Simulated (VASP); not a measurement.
A run of VASP 6.6.1 is set up as follows.

POSCAR

```
RbBr
1.0
    0.0000000000      3.3382365407      3.3382365407
    3.3382365407      0.0000000000      3.3382365407
    3.3382365407      3.3382365407     -0.0000000000
  Rb              Br
     1     1
Direct
     0.0000000000000000    0.0000000000000000    0.0000000000000000
     0.5000000000000000    0.5000000000000000    0.5000000000000000
```

The input INCAR.step1:

```
ALGO = Normal ; EDIFF = 1E-8
EDIFFG = -0.002 ; ENCUT = 600
IBRION = 2 ; ISIF = 3
ISMEAR = 0 ; LASPH = T
LCHARG = F ; LREAL = F
LWAVE = F ; NELM = 80
NSW = 40 ; PREC = Accurate
PSTRESS = 15.0 ; SIGMA = 0.03
```

INCAR.step2

```
ALGO = Normal ; EDIFF = 1E-8
ENCUT = 600 ; IBRION = 6
ISIF = 2 ; ISMEAR = 0
LASPH = T ; LCHARG = F
LREAL = F ; LWAVE = F
NELM = 80 ; NFREE = 2
NSW = 1 ; POTIM = 0.015
PREC = Accurate ; PSTRESS = 15.0
SIGMA = 0.03
```

KPOINTS

```
k-points
0
Gamma
  8 8 8
```

Potentials or basis: VASP PAW LDA potentials, release 64 (Rb_sv, Br).

Run with:

```bash
$ cat potpaw_LDA.64/Rb_sv/POTCAR potpaw_LDA.64/Br/POTCAR > POTCAR
$ cp INCAR.step1 INCAR
$ mpirun -np 1 vasp_std > vasp.out
$ cp CONTCAR POSCAR
$ cp INCAR.step2 INCAR
$ mpirun -np 1 vasp_std > vasp.out
```

(1) Predict the highest phonon frequency at Γ, LO-TO splitting left out.

(2) Predict the space group after relaxing (to 0.05 Å).

(3) What does it give for the relaxed cell?

(4) Predict the relaxed volume.

## Answers

(1) 116 cm⁻¹.

(2) Fm-3m (No. 225).

(3) a = 4.614 Å, b = 4.614 Å, c = 4.614 Å, α = 60.00°, β = 60.00°, γ = 60.00°.

(4) 34.72 Å³/atom.
